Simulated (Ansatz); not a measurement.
**CdTe: start and end of a relaxation**

A trial structure of CdTe was built thus: random cell by space group and Wyckoff sites (Pm-3m, No. 221). Lengths were set from tabulated atomic sizes, so they are only a guess.

start.cif

```cif
data_structure
_symmetry_space_group_name_H-M 'Pm-3m'
_symmetry_Int_Tables_number 221
_cell_length_a 3.9625
_cell_length_b 3.9625
_cell_length_c 3.9625
_cell_angle_alpha 90.000
_cell_angle_beta 90.000
_cell_angle_gamma 90.000
_cell_volume 62.22
loop_
_atom_site_label
_atom_site_type_symbol
_atom_site_symmetry_multiplicity
_atom_site_Wyckoff_symbol
_atom_site_fract_x
_atom_site_fract_y
_atom_site_fract_z
_atom_site_occupancy
Cd1 Cd 1 a 0.00000 0.00000 0.00000 1
Te1 Te 1 b 0.50000 0.50000 0.50000 1
```

These are results of DFT PBE, scalar-relativistic, plane waves, PAW (Ansatz 0.2.0), not measurements. Cutoff 420 eV, Gaussian smearing, Γ-centred meshes. Cell and atoms relax first on a coarse mesh and then on a finer one. In between, the cell is made exact in the group found at 0.06 Å. In metals the finer mesh still leaves noise of several meV/atom or more. The steps can't lower the symmetry of their start. No spin polarisation.

end.cif

```cif
data_structure
_symmetry_space_group_name_H-M 'Pm-3m'
_symmetry_Int_Tables_number 221
_cell_length_a 3.7844
_cell_length_b 3.7844
_cell_length_c 3.7844
_cell_angle_alpha 90.000
_cell_angle_beta 90.000
_cell_angle_gamma 90.000
_cell_volume 54.20
loop_
_atom_site_label
_atom_site_type_symbol
_atom_site_symmetry_multiplicity
_atom_site_Wyckoff_symbol
_atom_site_fract_x
_atom_site_fract_y
_atom_site_fract_z
_atom_site_occupancy
Cd1 Cd 1 a 0.00000 0.00000 0.00000 1
Te1 Te 1 b 0.50000 0.50000 0.50000 1
```

The symmetry stays Pm-3m (No. 221). The end has the caesium chloride type. The volume per atom shrinks by 12.9 %, from 31.1 to 27.1 Å³. The shortest distance goes from 3.43 Å (Cd–Te) to 3.28 Å (Cd–Te).

```yaml
Volume_per_atom: 27.10 Å³
Density: 7.35 g/cm³
Energy_over_the_elements: +0.08 eV/atom
Gap_on_the_14×14×14_mesh_of_the_2-atom_cell: 0 eV (a metal)
```

Formation energies are uncorrected and refer to the elements' standard structures at the same level. The separate elements lie lower, so it is unstable against them.

The last run used Gaussian smearing of 0.10 eV. Spin–orbit coupling, which can matter for Te, is left out. The reference form of Te is held partly by dispersion forces, which this level lacks. A structure relaxed within its symmetry needn't be a true minimum. In all, the 3 runs took 83 s on 1 thread of Intel(R) Xeon(R) Processor @ 2.50GHz (Skylake/Cascade Lake) (shared host). Another cell of CdTe relaxed alike, in F-43m (a cell as deposited in COD), lies 0.54 eV/atom lower, so this cell isn't the stable form at this level.
